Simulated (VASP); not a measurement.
## A VASP 6.6.1 single-point calculation on KBr

INCAR

```
SIGMA = 0.02
ISIF = 2
PREC = Accurate
ENCUT = 520
GGA = PE
LWAVE = .FALSE.
ALGO = VeryFast
EDIFF = 1E-7
ISMEAR = -1
NSW = 0
IBRION = -1
LREAL = .FALSE.
NELM = 65
IVDW = 20
LCHARG = .FALSE.
LASPH = .TRUE.
NBANDS = 15
```

KPOINTS

```
KPOINTS created by Atomic Simulation Environment
0
Gamma
6 6 6
0 0 0
```

POSCAR

```
K  Br
 1.0000000000000000
     0.0550374636000000    3.3572852783000000    3.3572852783000000
     3.3572852783000000    0.0550374636000000    3.3572852783000000
     3.3572852783000000    3.3572852783000000    0.0550374636000000
 K   Br
   1   1
Cartesian
  0.0000000000000000  0.0000000000000000  0.0000000000000000
  3.3848040100999994  3.3848040100999994  3.3848040100999990
```

The recommended PBE PAW datasets give the neutral cell 16 valence electrons.

Command

```
mpirun -np 1 vasp_std
```

Problem. Predict the outcome of this run.

Solution. It converged. Results: gap between bands v and c on the k mesh 4.34 eV; least direct gap on the k mesh 4.34 eV; pressure -4.4 GPa. Band v is the last that the valence electrons fill when counted band by band, and c is the next.

OSZICAR

```
N       E                     dE             d eps       ncg     rms          rms(c)
RMM:   1     0.132133936878E+03    0.13213E+03   -0.46250E+03   480   0.744E+02
RMM:   2     0.346661541505E+02   -0.97468E+02   -0.11889E+03   480   0.171E+02
RMM:   3     0.369376045098E+01   -0.30972E+02   -0.30845E+02   480   0.870E+01
RMM:   4    -0.450530659769E+01   -0.81991E+01   -0.61070E+01   480   0.474E+01
RMM:   5    -0.588465830748E+01   -0.13794E+01   -0.12301E+01   480   0.199E+01
RMM:   6    -0.618447843805E+01   -0.29982E+00   -0.27414E+00   480   0.100E+01
RMM:   7    -0.628032107583E+01   -0.95843E-01   -0.90099E-01   480   0.571E+00
RMM:   8    -0.632505981319E+01   -0.44739E-01   -0.42635E-01   480   0.400E+00
RMM:   9    -0.637456209811E+01   -0.49502E-01   -0.47899E-01  1820   0.290E+00
RMM:  10    -0.639188993932E+01   -0.17328E-01   -0.14123E-01  1872   0.143E+00
...
RMM:  23    -0.622077649049E+01   -0.51594E-05   -0.37640E-05  1749   0.262E-02    0.794E-04
RMM:  24    -0.622077959528E+01   -0.31048E-05   -0.21986E-05  1590   0.196E-02    0.801E-04
RMM:  25    -0.622078148022E+01   -0.18849E-05   -0.13087E-05  1563   0.149E-02    0.165E-04
RMM:  26    -0.622078256555E+01   -0.10853E-05   -0.78243E-06  1459   0.113E-02    0.834E-05
RMM:  27    -0.622078321772E+01   -0.65218E-06   -0.47248E-06  1388   0.869E-03    0.884E-05
RMM:  28    -0.622078361523E+01   -0.39750E-06   -0.28867E-06  1315   0.673E-03    0.957E-05
RMM:  29    -0.622078386066E+01   -0.24543E-06   -0.17715E-06  1259   0.520E-03    0.110E-04
RMM:  30    -0.622078400636E+01   -0.14570E-06   -0.10957E-06  1182   0.403E-03    0.718E-05
RMM:  31    -0.622078409891E+01   -0.92550E-07   -0.67734E-07  1063   0.312E-03
   1 F= -.76640113E+01 E0= -.76640113E+01  d E =-.863421E-12
```

For comparison, a separate PBE run of the intended cell, on usual settings and not on those above, gives a gap of 4.34 eV on its mesh and a pressure of 0.3 GPa.
